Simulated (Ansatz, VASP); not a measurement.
# One calculation of GaSb, two programs

```
CELL_PARAMETERS angstrom
3.04559 3.04559 0.00000
-3.04559 3.04559 0.00000
0.00000 0.00000 6.31615
ATOMIC_POSITIONS crystal
Ga 0.00000 0.00000 0.00000
Ga 0.50000 0.50000 0.50000
Sb 0.50000 0.00000 0.25000
Sb 0.00000 0.50000 0.75000
```

Change from the starting cell: biaxial strain in the a-b plane, c and atoms relaxed: -2.0 %.

Alike in both runs: functional PBE; k mesh 10 × 10 × 8; occupations gaussian, width 0.1 eV; no spin polarisation.

Ansatz relaxed the structure, and its values are those at the end. VASP's run is a single point on that final structure, the one shown.

```csv
,VASP,Ansatz
version,VASP 6.6.1,Ansatz 0.2.0
potentials or method,"VASP PAW PBE potentials, release 64 (Ga_d, Sb)","scalar-relativistic, plane waves, PAW"
plane-wave cutoff (eV),520,420
valence electrons in the cell,36,56
```

VASP gave:

- gap on the k mesh at the Fermi level (eV): none
- pressure (GPa): 1.2

**Question.** Estimate Ansatz's values.

**Answer.** gap on the k mesh at the Fermi level (eV): none; pressure (GPa): 1.1.

A gap of «none» marks a metal or a gap that the smearing closes. The two sets of potentials don't hold the same shells in valence.

The runs have no spin-orbit coupling, so splittings on Sb are missing.
